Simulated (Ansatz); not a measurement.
A (110) slab of VN (Fm-3m (No. 225)), 8 planes, outer planes VN (top) and VN (bottom), with 16 atoms (V8N8) in a surface cell of A = 11.730 Å², as cut from the bulk:

```
CELL_PARAMETERS angstrom
2.87993 0.00000 0.00000
0.00000 4.07284 0.00000
0.00000 0.00000 25.07977
ATOMIC_POSITIONS crystal
V 0.50000 0.50000 0.29905
N 0.50000 0.00000 0.29905
V 0.00000 0.00000 0.35646
N 0.00000 0.50000 0.35646
V 0.50000 0.50000 0.41388
N 0.50000 0.00000 0.41388
V 0.00000 0.00000 0.47129
N 0.00000 0.50000 0.47129
V 0.50000 0.50000 0.52871
N 0.50000 0.00000 0.52871
V 0.00000 0.00000 0.58612
N 0.00000 0.50000 0.58612
V 0.50000 0.50000 0.64354
N 0.50000 0.00000 0.64354
V 0.00000 0.00000 0.70095
N 0.00000 0.50000 0.70095
```

Computed with Ansatz, DFT PBEsol, scalar-relativistic, plane waves, PAW. Cutoff 420 eV; k points 12×9×1 on the computed 16-atom cell (Γ-centred); Gaussian smearing, width 0.10 eV; no spin polarisation. The cell repeats along c with a dipole correction in the vacuum.

Against the same 16 atoms in the bulk, the slab as cut lies 4.301 eV higher and the relaxed slab 3.181 eV higher.

Problem. Work out the surface energy before and after relaxation.

Solution. The slab has two faces, so γ = (E_slab − N·E_bulk)/(2A), the mean of both. As cut: 4.301/(2 × 11.730) = 0.1833 eV/Å², and 1 eV/Å² = 16.02 J/m², so γ = 2.94 J/m². Relaxed: 3.181/(2 × 11.730) = 0.1356 eV/Å² = 2.17 J/m². Relaxation recovers 26 % of the cost of cutting.

Problem. What is the ideal work of this cut, per area?

Solution. Griffith's ideal work is 2γ: 5.87 J/m² if the new faces stay rigid, 4.34 J/m² if they relax. One thickness was run, 8 planes, so γ can still shift with it.